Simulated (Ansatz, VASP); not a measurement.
SiO2 in VASP and in Ansatz

INCAR

```
SYSTEM = SiO2
PREC     = Accurate       ! precision mode
ENCUT    = 520            ! plane-wave cutoff, eV
EDIFF    = 1E-7           ! SCF threshold, eV
ISMEAR   = 0              ! smearing method
SIGMA    = 0.05           ! smearing width, eV
LREAL    = .False.        ! projectors in reciprocal space
LASPH    = .True.         ! aspherical terms in the spheres
NELM     = 60             ! most SCF steps
ALGO     = Normal         ! electronic algorithm
ISIF     = 2              ! what is computed and relaxed
LWAVE    = .False.        ! write WAVECAR
LCHARG   = .False.        ! write CHGCAR
GGA      = CA             ! functional
NBANDS   = 25             ! bands
```

KPOINTS

```
Automatic mesh
0
Gamma
  6 6 8
  0 0 0
```

The input POSCAR:

```
SiO2
1.0
    4.2050000000      0.0000000000      0.0000000000
    0.0000000000      4.2050000000      0.0000000000
    0.0000000000      0.0000000000      2.3420000000
Si O
2 4
Direct
    0.5000000000      0.5000000000      0.5000000000
    0.0000000000      0.0000000000      0.0000000000
    0.6944252994      0.6944252994      0.0000000000
    0.1944252994      0.8055747006      0.5000000000
    0.3055747006      0.3055747006      0.0000000000
    0.8055747006      0.1944252994      0.5000000000
```

Input for Ansatz:

```yaml
crystal:
  lattice:
    - [4.205, 0.0, 0.0]
    - [0.0, 4.205, 0.0]
    - [0.0, 0.0, 2.342]
  atoms:
    - { symbol: Si, position: [0.5, 0.5, 0.5] }
    - { symbol: Si, position: [0.0, 0.0, 0.0] }
    - { symbol: O, position: [0.6944252994, 0.6944252994, 0.0] }
    - { symbol: O, position: [0.1944252994, 0.8055747006, 0.5] }
    - { symbol: O, position: [0.3055747006, 0.3055747006, 0.0] }
    - { symbol: O, position: [0.8055747006, 0.1944252994, 0.5] }
basis:
  ecutwfc: 520.0
kpoints:
  mp_grid: { grid: [6, 6, 8] }
hamiltonian:
  xc: lda
  pseudopotentials: { kind: paw, azcp: { folder: soft_1 } }
scf:
  occupations: { method: gaussian, width: 0.05 }
output:
  forces: true
  stress: true
  eigenvalues: true
```

Alike in both runs: task single point; functional LDA; k mesh 6 × 6 × 8; occupations gaussian, width 0.05 eV; no spin polarisation.

```csv
,VASP,Ansatz
version,VASP 6.6.1,Ansatz 0.2.0
potentials or method,"VASP PAW LDA potentials, release 64 (Si, O)","scalar-relativistic, plane waves, PAW"
plane-wave cutoff (eV),520,520
valence electrons in the cell,32,32
```

|  | VASP | Ansatz | Ansatz less VASP |
| --- | --- | --- | --- |
| gap on the k mesh at the Fermi level (eV) | 7.68 | 7.70 | +0.022 |
| least direct gap on the mesh (eV) | 7.68 | 7.70 | +0.022 |
| rms of the force components (eV/Å) | 0.299 | 0.245 | -0.0545 |

Atom by atom the forces differ by 0.054 eV/Å (rms over components). Ansatz warned: «pseudo_functional_mismatch».

 As with any semilocal functional, this LDA gap is likely too small. A k mesh can miss the band edges.
